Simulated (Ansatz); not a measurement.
AlN (P6_3mc), axial (c/a) deformation path

Theory: DFT r2SCAN, scalar-relativistic, plane waves, PAW (Ansatz 0.2.0). Cutoff 500 eV, Γ-centred 12×12×6 k-points, Gaussian smearing of 0.05 eV. No spin polarisation. Energies are free energies at this smearing, counted from the undisturbed cell; pressure is positive in compression.

The undisturbed cell (relaxed at this level):

```
Al N
1.0
     3.10667    0.00000    0.00000
    -1.55333    2.69045    0.00000
     0.00000    0.00000    4.97840
Al N
2 2
Direct
  0.33333 0.66667 0.00169
  0.66667 0.33333 0.50169
  0.33333 0.66667 0.38331
  0.66667 0.33333 0.88331
```

At fixed volume and fractional coordinates, lengths along (0.000, 0.000, 1.000) are scaled against those across it; ρ is that ratio over its starting value.

```
    ρ  ΔE (meV/atom)
0.800          484.7
0.850          251.8
0.920           64.6
0.960           15.3
1.000            0.0
1.050           21.2
1.100           79.9
1.200          284.8
1.300          575.2
```

(1) Predict the pressure (GPa) at each point.

Answers

(1)
```csv
ρ,pressure (GPa)
0.800,12.4
0.850,5.9
0.920,1.1
0.960,0.1
1.000,0.0
1.050,1.1
1.100,3.2
1.200,9.8
1.300,18.4
```

Cost: 9 runs of about 1.2 core-minutes in all, on Intel Xeon Platinum 8375C (Ice Lake) (shared hosts).